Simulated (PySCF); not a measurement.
**Frontier levels across methods**

C₄H₉NO.
Cartesian coordinates in Å at the PBE0-D3(BJ)/def2-SVP level; atoms count from 1:
```
atom  x, y, z in Å
C1    -0.999    0.880    0.378
C2    -1.211   -0.089   -0.777
O3    -0.011   -0.324   -1.469
C4     0.999   -0.819   -0.627
C5     1.268    0.136    0.528
N6     0.064    0.459    1.273
H7    -1.933    1.014    0.947
H8    -0.729    1.868   -0.037
H9    -1.620   -1.047   -0.387
H10   -1.931    0.309   -1.509
H11    0.708   -1.814   -0.224
H12    1.896   -0.961   -1.251
H13    1.684    1.075    0.120
H14    2.025   -0.284    1.210
H15   -0.239   -0.358    1.801
```

Basis pcSseg-1 throughout (PySCF), one geometry. Isolated species at its PBE0-D3(BJ)/def2-SVP geometry (one conformer only).

How do the orbital energies, the gap and the dipole change with the method?

```
  method           kind  HOMO (eV)  LUMO (eV)  gap (eV)  μ (D)  SCF cycles
   B97-D            GGA      -4.75       0.67      5.42   1.18          14
     KT2            GGA      -4.88       0.50      5.38   1.14          15
     KT3            GGA      -4.90       0.43      5.33   1.14          14
   B3LYP  global hybrid      -5.93       1.05      6.97   1.23          13
    PBE0  global hybrid      -6.15       1.39      7.53   1.25          13
mPW1PW91  global hybrid      -6.19       1.40      7.59   1.26          13
```

The HOMO spans 1.44 eV, from B97-D down to mPW1PW91, and the gap runs from 5.33 eV (KT3) to 7.59 eV (mPW1PW91). Over the methods B97-D (0 %), KT2 (0 %), KT3 (0 %), B3LYP (20 %), PBE0 (25 %), mPW1PW91 (25 %), a straight line through the gap against the share of exact exchange rises by 0.86 eV for each 10 % (correlation coefficient 0.998). The dipole ranges from 1.14 D (KT2) to 1.26 D (mPW1PW91). This basis has no diffuse functions.
